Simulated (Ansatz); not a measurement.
Wanted: the native input for an Ansatz 0.2.0 run.

```yaml
Task: single point
Functional: PBE0
Potentials_or_basis: Ansatz PAW
Cutoff: "420 eV (not typed: the program's choice for these potentials)"
k_mesh: 4 × 4 × 4
Occupations: fermi-dirac, width 0.05 eV
Spin: no spin polarisation
```

The system is Bi2TeSe2 (Skippenite).

```
Bi Te Se
1.0
     2.09150    1.20753    9.71233
    -2.09150    1.20753    9.71233
     0.00000   -2.41506    9.71233
Bi Te Se
2 1 2
Direct
  0.60194 0.60194 0.60194
  0.39806 0.39806 0.39806
  0.00000 0.00000 0.00000
  0.78840 0.78840 0.78840
  0.21160 0.21160 0.21160
```

One way to write it, as run:

input.yaml

```yaml
crystal:
  lattice:
    - [2.0915, 1.207528088, 9.7123333333]
    - [-2.0915, 1.207528088, 9.7123333333]
    - [0.0, -2.415056176, 9.7123333333]
  atoms:
    - { symbol: Bi, position: [0.60194, 0.60194, 0.60194] }
    - { symbol: Bi, position: [0.39806, 0.39806, 0.39806] }
    - { symbol: Te, position: [0.0, 0.0, 0.0] }
    - { symbol: Se, position: [0.7884, 0.7884, 0.7884] }
    - { symbol: Se, position: [0.2116, 0.2116, 0.2116] }
hamiltonian:
  xc: pbe0
  pseudopotentials: { kind: paw }
kpoints:
  mp_grid: { grid: [4, 4, 4] }
scf:
  occupations: { method: fermi_dirac, width: 0.05 }
output:
  forces: true
  stress: true
  eigenvalues: true
```

Potentials or basis: Ansatz PAW.

Command:

```sh
$ ansatz run input.yaml --threads 2 --pin off --max-ram 5632MiB --backend cpu --events-out ev --progress --plain --runs-dir out
```

Results of the run:

```json
{"Pressure": "2.8 GPa", "Largest force": "2.159 eV/Å", "Band gap on the k mesh": "1.44 eV, direct"}
```

Caveat: the k mesh is coarse (spacing up to 0.44 Å⁻¹), so the values aren't converged, least of all with exact exchange; spin-orbit coupling is left out, which as a rule narrows the gap of such compounds by several tenths of an eV; the PAW data sets come from PBE, with cores solved anew for the run's functional, which leaves a small shift of forces and pressure; forces of over 1 eV/Å show positions far from the minimum, so gaps and moduli don't describe the material at rest; the thresholds are loose for stress.

Wall time 3.2 min on 2 threads of Intel(R) Xeon(R) Processor @ 2.70GHz (shared host), peak memory 3.2 GiB.
